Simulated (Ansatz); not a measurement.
# SiO2: the cost of one run

Program: Ansatz 0.2.0. Level of theory: DFT PBEsol, scalar-relativistic, plane waves, PAW. These are calculated values, not measurements.

4 further runs of the same task are left out: 1 that didn't finish, 3 set aside as unsound or not needed.

### Step 1. The system as given

The cell holds 24 atoms (HoO16Si7): a = 7.045 Å, b = 7.045 Å, c = 7.335 Å, α = 90.00°, β = 90.00°, γ = 90.00°.

The coordinates of this cell stand in the input of its own run.

The host was relaxed before at PBEsol: a = 4.982 Å, b = 4.982 Å, c = 7.335 Å, α = 90.00°, β = 90.00°, γ = 90.00° (conventional cell), 15.171 Å³/atom.

Places, in fractions of the supercell: Ho in place of Si at (0.500, 0.000, 0.500). Its neighbours start displaced at random by about 0.03 Å.

### Step 2. Band edges of the host over the zone

input.yaml

```yaml
crystal:
  lattice:
    - [-2.490874872, 2.490874872, 3.6677126409]
    - [2.490874872, -2.490874872, 3.6677126409]
    - [2.490874872, 2.490874872, -3.6677126409]
  atoms:
    - { symbol: Si, position: [0.0, 0.0, 0.0] }
    - { symbol: Si, position: [0.75, 0.25, 0.5] }
    - { symbol: O, position: [0.375, 0.2214286398, 0.3464286398] }
    - { symbol: O, position: [0.9714286398, 0.625, 0.8464286398] }
    - { symbol: O, position: [0.7785713602, 0.125, 0.1535713602] }
    - { symbol: O, position: [0.875, 0.0285713602, 0.6535713602] }
basis:
  ecutwfc: 420
  xc_grid: 2
kpoints:
  mp_grid: { grid: [6, 6, 6] }
  band_path: { path: [VBM, CBM], npoints: 2 }
hamiltonian:
  xc: pbesol
scf:
  occupations: { method: gaussian, width: 0.02 }
output:
  forces: true
  stress: true
  eigenvalues: true
```

Started as:

```
$ ansatz run input.yaml --threads 8 --pin off --max-ram 14336MiB --backend cpu --events-out ev --progress --plain --runs-dir out
```

Q: Estimate wall time and peak memory on 8 threads of Arm Neoverse V1, shared host.

About 2.6 s, with a peak of 0.42 GiB.
